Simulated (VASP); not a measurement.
# SnTe (Fm-3m) in VASP: notebook

Aim: see how the results for SnTe move with the level of theory and the settings. Levels: RPBE, HSE06+D3(BJ). Tasks: single point, atomic charges.

All numbers are computed with VASP 6.6.1; they aren't measurements. Logs are shortened: lines on timing, memory, paths and dates and some standing lists are left out, and cuts for length are marked.

**1. The structure**

It takes space group Fm-3m (No. 225, cubic). The conventional cell has a = 6.302 Å, b = 6.302 Å, c = 6.302 Å, α = 90.00°, β = 90.00°, γ = 90.00°. Te (site symmetry m-3m) is surrounded by 6 Sn at 3.15 Å. Sn (site symmetry m-3m) is surrounded by 6 Te at 3.15 Å.

**2. Single point, RPBE**

run.py

```python
from ase import Atoms
from ase.calculators.vasp import Vasp
from ase.dft.bandgap import bandgap

atoms = Atoms(
    ['Te', 'Sn'],
    cell=[[0.0, 3.15085, 3.15085], [3.15085, 0.0, 3.15085], [3.15085, 3.15085, 0.0]],
    scaled_positions=[[0.5, 0.5, 0.5], [0.0, 0.0, 0.0]],
    pbc=True,
)
calc = Vasp(
    directory='calc',
    xc='rpbe',
    pp='PBE',
    setups='recommended',
    prec='Accurate',
    encut=520,
    ediff=1e-06,
    ismear=0,
    sigma=0.02,
    lreal=False,
    lasph=True,
    nelm=100,
    algo='Normal',
    isif=2,
    lwave=False,
    lcharg=False,
    kpts=[7, 7, 7],
    gamma=True,
)
atoms.calc = calc

print('energy (eV):', atoms.get_potential_energy())
print('free energy (eV):', atoms.get_potential_energy(force_consistent=True))
print('forces (eV/A):')
print(atoms.get_forces())
print('stress (eV/A^3, Voigt):', atoms.get_stress())
print('Fermi level (eV):', calc.get_fermi_level())
gap, top, bottom = bandgap(calc)
print('band gap (eV):', gap, 'from (spin, k, band)', top, 'to', bottom)
```

Potentials or basis: VASP PAW PBE potentials, release 64 (Te, Sn_d).

Run with:

```console
python run.py
```

Output:

```text
energy (eV): -6.81962254
free energy (eV): -6.81962254
forces (eV/A):
[[ 0.  0. -0.]
 [ 0.  0.  0.]]
stress (eV/A^3, Voigt): [-0.02270415 -0.02270415 -0.02270415  0.          0.         -0.        ]
Fermi level (eV): 7.00650065
band gap (eV): 0.6631999999999998 from (spin, k, band) (0, np.int64(3), np.int64(9)) to (0, np.int64(3), np.int64(10))
```

OUTCAR:

```text
ENCUT = 520.000000
   EDIFF = 1.00e-06
   GGA = RP
   PREC = Accurate
   ISIF = 2
   ISMEAR = 0
   NELM = 100
   LASPH = .TRUE.
   LREAL = .FALSE.

 ion  position               nearest neighbor table
   1  0.500  0.500  0.500-   2 3.15   2 3.15   2 3.15   2 3.15   2 3.15   2 3.15
   2  0.000  0.000  0.000-   1 3.15   1 3.15   1 3.15   1 3.15   1 3.15   1 3.15

  LATTYP: Found a face centered cubic cell.
 ALAT       =     6.3017000000

  Lattice vectors:

 A1 = (   0.0000000000,   3.1508500000,   3.1508500000)
 A2 = (   3.1508500000,   0.0000000000,   3.1508500000)
 A3 = (   3.1508500000,   3.1508500000,   0.0000000000)

Analysis of symmetry for initial positions (statically):
=====================================================================
 Subroutine PRICEL returns:
 Original cell was already a primitive cell.

 Routine SETGRP: Setting up the symmetry group for a
 face centered cubic supercell.

 Subroutine GETGRP returns: Found 48 space group operations
 (whereof 48 operations were pure point group operations)
 out of a pool of 48 trial point group operations.

The static configuration has the point symmetry O_h .

Analysis of symmetry for dynamics (positions and initial velocities):
=====================================================================
 Subroutine PRICEL returns:
 Original cell was already a primitive cell.

 Routine SETGRP: Setting up the symmetry group for a
 face centered cubic supercell.

 Subroutine GETGRP returns: Found 48 space group operations
 (whereof 48 operations were pure point group operations)
 out of a pool of 48 trial point group operations.

The dynamic configuration has the point symmetry O_h .

 Subroutine INISYM returns: Found 48 space group operations
 (whereof 48 operations are pure point group operations),
[... 134 lines left out ...]
  ext. energy  EPLUGINS =         0.00000000
  ---------------------------------------------------
  free energy    TOTEN  =        -6.81962254 eV

  energy without entropy =       -6.81962254  energy(sigma->0) =       -6.81962254

 E-fermi :   7.0065     XC(G=0):  -9.3920

 val. band max:        6.8633512510   @ k =   0.4286   0.0000   0.0000
 cond. band min:       7.5265731927   @ k =   0.4286   0.0000   0.0000
 fundamental gap:      0.6632219416
 Fermi energy:         7.0065006479

 k-point     1 :       0.0000    0.0000    0.0000
  band No.  band energies     occupation
      1     -14.9070      2.00000
      2     -14.9070      2.00000
      3     -14.9036      2.00000
      4     -14.9036      2.00000
      5     -14.9036      2.00000
      6      -5.7233      2.00000
      7       2.4511      2.00000
      8       4.9103      2.00000
      9       4.9103      2.00000
     10       4.9103      2.00000
     11      10.4494      0.00000
     12      10.4494      0.00000
     13      10.4494      0.00000
     14      11.8182      0.00000
[... 309 lines left out ...]
      1     -14.9184      2.00000
      2     -14.9072      2.00000
      3     -14.9015      2.00000
      4     -14.8987      2.00000
      5     -14.8936      2.00000
      6      -4.0882      2.00000
      7      -0.3856      2.00000
      8       2.1203      2.00000
      9       2.8381      2.00000
     10       5.8428      2.00000
     11       8.2830      0.00000
     12      11.2184      0.00000
     13      12.1318      0.00000
     14      12.3674      0.00000

------------------------ aborting loop because EDIFF is reached ----------------------------------------

  FORCE on cell =-STRESS in cart. coord.  units (eV):
  Direction    XX          YY          ZZ          XY          YZ          ZX
  --------------------------------------------------------------------------------------
  -------------------------------------------------------------------------------------
  Total        1.4204248      1.4204248      1.4204248     -0.0000000      0.0000000     -0.0000000
  in kB       36.3760590     36.3760590     36.3760590     -0.0000000      0.0000000     -0.0000000
  external PRESSURE =      36.3760590 kB  Pullay stress =       0.0000000 kB

 VOLUME and BASIS-vectors are now :
 -----------------------------------------------------------------------------
  energy-cutoff  :      520.00
  volume of cell :       62.56
      direct lattice vectors                 reciprocal lattice vectors
     0.000000000  3.150850000  3.150850000    -0.158687338  0.158687338  0.158687338
     3.150850000  0.000000000  3.150850000     0.158687338 -0.158687338  0.158687338
     3.150850000  3.150850000  0.000000000     0.158687338  0.158687338 -0.158687338

 POSITION                                       TOTAL-FORCE (eV/Angst)
 -----------------------------------------------------------------------------------
      3.15085      3.15085      3.15085         0.000000      0.000000     -0.000000
      0.00000      0.00000      0.00000         0.000000      0.000000      0.000000
 -----------------------------------------------------------------------------------
    total drift:                               -0.000000      0.000000      0.000000

  FREE ENERGIE OF THE ION-ELECTRON SYSTEM (eV)
  ---------------------------------------------------
  free  energy   TOTEN  =        -6.8196225405 eV

  energy  without entropy=       -6.8196225405  energy(sigma->0) =       -6.81962254
```

INCAR:

```text
ENCUT = 520.000000
SIGMA = 0.020000
EDIFF = 1.00e-06
ALGO = Normal
GGA = RP
PREC = Accurate
ISIF = 2
ISMEAR = 0
NELM = 100
LASPH = .TRUE.
LCHARG = .FALSE.
LWAVE = .FALSE.
LREAL = .FALSE.
```

It took 23 s on 1 thread of Intel Xeon Platinum 8488C (Sapphire Rapids), shared host; peak memory 0.2 GiB.

What came out:

```yaml
Free_energy: -6.8196 eV
Pressure: 3.6 GPa
```

Caveat: this odd mesh misses L, where the gap lies, so gap, dielectric constants and Born charges aren't listed; the PAW data sets were made with another functional, which shifts forces and pressure a little.

**3. Atomic charges, HSE06+D3(BJ)**

POSCAR

```
SnTe
1.0
    0.0000000000      3.1508500000      3.1508500000
    3.1508500000      0.0000000000      3.1508500000
    3.1508500000      3.1508500000      0.0000000000
Te Sn
1 1
Cartesian
    3.1508500000      3.1508500000      3.1508500000
    0.0000000000      0.0000000000      0.0000000000
```

INCAR.step1

```
SYSTEM = SnTe
PREC = Accurate
ENCUT = 500
EDIFF = 1E-5
ISMEAR = 0
SIGMA = 0.01
LREAL = .FALSE.
LASPH = .TRUE.
NELM = 80
ALGO = Normal
ISIF = 2
LWAVE = .TRUE.
GGA = PE
```

INCAR.step2

```
SYSTEM = SnTe
PREC = Accurate
ENCUT = 500
EDIFF = 1E-6
ISMEAR = 0
SIGMA = 0.01
LREAL = .FALSE.
LASPH = .TRUE.
NELM = 80
ALGO = Normal
ISIF = 2
LWAVE = .FALSE.
LCHARG = .TRUE.
GGA = PE
LHFCALC = .TRUE.
HFSCREEN = 0.2
PRECFOCK = Fast
IVDW = 12
VDW_S6 = 1.0
VDW_S8 = 2.31
VDW_A1 = 0.383
VDW_A2 = 5.685
LORBIT = 11
LELF = .TRUE.
LVHAR = .TRUE.
ISTART = 1
```

KPOINTS

```
regular mesh
0
G
  4 4 4
  0 0 0
```

Potentials or basis: VASP PAW PBE potentials, release 64 (Te, Sn).

Run with:

```console
cat potpaw_PBE.64/Te/POTCAR potpaw_PBE.64/Sn/POTCAR > POTCAR
cp INCAR.step1 INCAR
mpirun -np 1 vasp_std > vasp.out
cp INCAR.step2 INCAR
mpirun -np 1 vasp_std > vasp.out
```

OUTCAR:

```text
SYSTEM = SnTe
   PREC = Accurate
   ENCUT = 500
   EDIFF = 1E-6
   ISMEAR = 0
   LREAL = .FALSE.
   LASPH = .TRUE.
   NELM = 80
   ISIF = 2
   GGA = PE
   LHFCALC = .TRUE.
   HFSCREEN = 0.2
   PRECFOCK = Fast
   IVDW = 12
   LORBIT = 11
   ISTART = 1
 IVDW          = 12

 ion  position               nearest neighbor table
   1  0.500  0.500  0.500-   2 3.15   2 3.15   2 3.15   2 3.15   2 3.15   2 3.15
   2  0.000  0.000  0.000-   1 3.15   1 3.15   1 3.15   1 3.15   1 3.15   1 3.15

  LATTYP: Found a face centered cubic cell.
 ALAT       =     6.3017000000

  Lattice vectors:

 A1 = (   0.0000000000,   3.1508500000,   3.1508500000)
 A2 = (   3.1508500000,   0.0000000000,   3.1508500000)
 A3 = (   3.1508500000,   3.1508500000,   0.0000000000)

Analysis of symmetry for initial positions (statically):
=====================================================================
 Subroutine PRICEL returns:
 Original cell was already a primitive cell.

 Routine SETGRP: Setting up the symmetry group for a
 face centered cubic supercell.

 Subroutine GETGRP returns: Found 48 space group operations
 (whereof 48 operations were pure point group operations)
[... 173 lines left out ...]
      9      10.8134      0.00000
[... 73 lines left out ...]
 k-point     8 :      -0.2500    0.5000    0.2500
  band No.  band energies     occupation
      1      -6.7740      2.00000
      2      -2.6074      2.00000
      3       0.1067      2.00000
      4       0.1067      2.00000
      5       4.6123      2.00000
      6       6.7124      0.00000
      7      10.7355      0.00000
      8      10.7355      0.00000
      9      12.4068      0.00000

------------------------ aborting loop because EDIFF is reached ----------------------------------------

 Edisp (eV)   -1.07700

 E8    (eV) :    -0.7423

  FORCE on cell =-STRESS in cart. coord.  units (eV):
  Direction    XX          YY          ZZ          XY          YZ          ZX
  --------------------------------------------------------------------------------------
  -------------------------------------------------------------------------------------
  Total      -1.18670    -1.18670    -1.18670    -0.00000     0.00000    -0.00000
  in kB     -30.39045   -30.39045   -30.39045    -0.00000     0.00000    -0.00000
  external pressure =      -30.39 kB  Pullay stress =        0.00 kB

 VOLUME and BASIS-vectors are now :
 -----------------------------------------------------------------------------
  energy-cutoff  :      500.00
  volume of cell :       62.56
      direct lattice vectors                 reciprocal lattice vectors
     0.000000000  3.150850000  3.150850000    -0.158687338  0.158687338  0.158687338
     3.150850000  0.000000000  3.150850000     0.158687338 -0.158687338  0.158687338
     3.150850000  3.150850000  0.000000000     0.158687338  0.158687338 -0.158687338

 POSITION                                       TOTAL-FORCE (eV/Angst)
 -----------------------------------------------------------------------------------
      3.15085      3.15085      3.15085         0.000000      0.000000     -0.000000
      0.00000      0.00000      0.00000        -0.000000     -0.000000      0.000000
 -----------------------------------------------------------------------------------
    total drift:                               -0.000004     -0.000004     -0.000004

  FREE ENERGIE OF THE ION-ELECTRON SYSTEM (eV)
  ---------------------------------------------------
  free  energy   TOTEN  =       -10.1072203797 eV

  energy  without entropy=      -10.1071084154  energy(sigma->0) =      -10.10716440

 total charge

# of ion       s       p       d       tot
------------------------------------------
    1        1.364   2.077   0.030   3.471
    2        1.590   1.076   0.121   2.786
--------------------------------------------------
tot          2.953   3.153   0.151   6.257
```

OUTCAR.step1:

```text
SYSTEM = SnTe
   PREC = Accurate
   ENCUT = 500
   EDIFF = 1E-5
   ISMEAR = 0
   LREAL = .FALSE.
   LASPH = .TRUE.
[... 299 lines left out ...]
      3.15085      3.15085      3.15085        -0.000000      0.000000     -0.000000
      0.00000      0.00000      0.00000         0.000000      0.000000      0.000000
 -----------------------------------------------------------------------------------
    total drift:                                0.000000     -0.000000     -0.000000

  FREE ENERGIE OF THE ION-ELECTRON SYSTEM (eV)
  ---------------------------------------------------
  free  energy   TOTEN  =        -7.5401657261 eV

  energy  without entropy=       -7.5401657261  energy(sigma->0) =       -7.54016573
```

Wall time 70 s (1 thread of Intel Xeon Platinum 8488C (Sapphire Rapids), shared host); peak memory 0.28 GiB.

What came out:

* Free energy: -10.1072 eV
* Pressure: -3.0 GPa
* Band gap on the k mesh: 0.03 eV, direct
* Valence electrons inside the program's atomic spheres: Te 3.47; Sn 2.79
* Dispersion energy per atom: -0.538 eV

Caveat: the k mesh is coarse (spacing up to 0.43 Å⁻¹), so the values aren't converged, least of all with exact exchange; the PAW data sets were made with another functional, which shifts forces and pressure a little; spin-orbit coupling is left out, which moves the levels of the heavy elements.
